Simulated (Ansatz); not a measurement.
Theory: DFT PBE, scalar-relativistic, plane waves, PAW in Ansatz. Several structures of Cd3HgTe4 were relaxed, and the powder pattern of one of them was computed from 10° to 70° in 2θ (λ = 1.5406 Å; lines under 1 % are left out).

Cu Kα1 powder pattern (kinematic, no thermal factors).
```json
{"2θ (°)": "14.30", "relative intensity": "2"}
{"2θ (°)": "20.55", "relative intensity": "1"}
{"2θ (°)": "21.52", "relative intensity": "2"}
{"2θ (°)": "21.78", "relative intensity": "2"}
{"2θ (°)": "28.82", "relative intensity": "51"}
{"2θ (°)": "29.23", "relative intensity": "100"}
{"2θ (°)": "29.93", "relative intensity": "2"}
{"2θ (°)": "32.68", "relative intensity": "1"}
{"2θ (°)": "36.58", "relative intensity": "2"}
{"2θ (°)": "41.51", "relative intensity": "76"}
{"2θ (°)": "41.80", "relative intensity": "38"}
{"2θ (°)": "51.57", "relative intensity": "40"}
{"2θ (°)": "52.26", "relative intensity": "1"}
{"2θ (°)": "59.71", "relative intensity": "6"}
{"2θ (°)": "60.60", "relative intensity": "12"}
{"2θ (°)": "67.84", "relative intensity": "17"}
{"2θ (°)": "68.47", "relative intensity": "17"}
{"2θ (°)": "68.68", "relative intensity": "17"}
```

Question: Which structure gives it?
A.

Space group P-43m (No. 215). a = 6.629 Å, b = 6.629 Å, c = 6.629 Å, α = 90.00°, β = 90.00°, γ = 90.00°
```json
{"atom": "Cd", "site": "3c", "symmetry": "-42.m", "x": "0.0000", "y": "0.5000", "z": "0.5000"}
{"atom": "Hg", "site": "1a", "symmetry": "-43m", "x": "0.0000", "y": "0.0000", "z": "0.0000"}
{"atom": "Te", "site": "4e", "symmetry": ".3m", "x": "0.7491", "y": "0.7491", "z": "0.2509"}
```

B.

Space group P4/mmm (No. 123). a = 4.318 Å, b = 4.318 Å, c = 12.379 Å, α = 90.00°, β = 90.00°, γ = 90.00°
```tsv
atom	site	symmetry	x	y	z
Cd	2g	4mm	0.0000	0.0000	0.7510
Cd	1c	4/mmm	0.5000	0.5000	0.0000
Hg	1d	4/mmm	0.5000	0.5000	0.5000
Te	1a	4/mmm	0.0000	0.0000	0.0000
Te	2h	4mm	0.5000	0.5000	0.2420
Te	1b	4/mmm	0.0000	0.0000	0.5000
```

C.

Space group P-4m2 (No. 115). a = 4.687 Å, b = 4.687 Å, c = 13.243 Å, α = 90.00°, β = 90.00°, γ = 90.00°
```
atom  site  symmetry       x       y       z
  Cd    2e      2mm. 0.0000  0.0000  0.7495
  Cd    1c      -4m2  0.5000  0.5000  0.5000
  Hg    1b      -4m2  0.5000  0.5000  0.0000
  Te    2g      2mm. 0.5000  0.0000  0.8740
  Te    2g      2mm. 0.5000  0.0000  0.3753
```

Answer: B. Its strongest line, at 2θ = 29.23°, has d = λ/(2 sin θ) = 3.053 Å and is the (1 1 0) reflection of the conventional P4/mmm cell with a = 4.318 Å, c = 12.379 Å. The others have their strongest lines at 23.2° (A); 23.2° (C).

The cells needn't be stable.
